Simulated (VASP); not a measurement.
# Si: relaxation of cell and atoms with LDA

Si:

```
CELL_PARAMETERS angstrom
0.00000 2.71550 2.71550
2.71550 0.00000 2.71550
2.71550 2.71550 0.00000
ATOMIC_POSITIONS crystal
Si 0.00000 0.00000 0.00000
Si 0.25000 0.25000 0.25000
```

```
Program                : VASP 6.6.1
Task                   : relaxation of cell and atoms
Functional             : LDA
Potentials or basis    : VASP PAW LDA potentials, release 64 (Si)
Cutoff                 : 600 eV
k mesh                 : 11 × 11 × 11
Occupations            : fermi-dirac, width 0.05 eV
Spin                   : no spin polarisation
P gpa                  : 0
Further INCAR settings : ALGO = Normal; EDIFF = 1e-07; IBRION = 2; EDIFFG = -0.02; NSW = 40; ISIF = 3
```

```
Relaxed volume                         : 19.72 Å³/atom
Relaxed cell                           : a = 3.820 Å, b = 3.820 Å, c = 3.820 Å, α = 60.00°, β = 60.00°, γ = 60.00°
Space group after relaxing (to 0.05 Å) : Fd-3m (No. 227)
Energy gained by relaxing              : 1.4 meV/atom
Ionic steps                            : 3
Pressure after relaxing                : 0.0 GPa
Band gap on the k mesh                 : 0.46 eV, indirect (least direct gap 2.53 eV)
```

The path:
```tsv
step	energy change (eV)	largest force (eV/Å)	pressure (GPa)	volume (Å³)
1	0.0000	0.0000	-1.45	40.05
2	-0.0014	0.0000	1.07	39.01
3	-0.0028	0.0000	0.00	39.43
```

Final structure:
```
CELL_PARAMETERS angstrom
0.00000 2.70149 2.70149
2.70149 0.00000 2.70149
2.70149 2.70149 0.00000
ATOMIC_POSITIONS crystal
Si 0.00000 0.00000 0.00000
Si 0.25000 0.25000 0.25000
```

Levels at points of the mesh, in eV from the valence-band top:
| k point | band 1 | band 2 | band 3 | band 4 | band 5 | band 6 | band 7 | band 8 |
| --- | --- | --- | --- | --- | --- | --- | --- | --- |
| (0.00, 0.00, 0.00) | -12.06 | 0.00 | 0.00 | 0.00 | 2.53 | 2.53 | 2.53 | 3.39 |

Run time: 54 s on 1 thread of Intel(R) Xeon(R) Platinum 8488C (Sapphire Rapids), on a shared host, peak memory 0.15 GiB.

Caveat: an odd mesh through Γ misses points on the zone boundary, where band edges often lie.
